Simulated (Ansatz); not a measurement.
Wurtzite BeO, treated with PBE0 in Ansatz (PAW).

Run with plane-wave cutoff 460 eV, 12×12×6 k mesh (along the axes of the cell as run), Fermi–Dirac smearing 0.01 eV, scalar-relativistic PAW data made under PBE.

Computed at the level's own relaxed cell.

```yaml
crystal:
  lattice:
    - [1.34304, -2.32621, 0.00000]
    - [1.34304, 2.32621, 0.00000]
    - [0.00000, 0.00000, 4.36006]
  atoms:
    - { symbol: Be, position: [0.66667, 0.33333, 0.50007] }
    - { symbol: Be, position: [0.33333, 0.66667, 0.00007] }
    - { symbol: O, position: [0.66667, 0.33333, 0.87793] }
    - { symbol: O, position: [0.33333, 0.66667, 0.37793] }
```

List the 10 lowest band energies at Γ above −25 eV (eV, relative to the valence band maximum), grouping those that round alike.

At Γ: -20.45, -18.49, -6.82, -1.12 (×2), -0.05 (×2), 0.00, 10.39, 14.58.

Ansatz is a program for electronic structure.
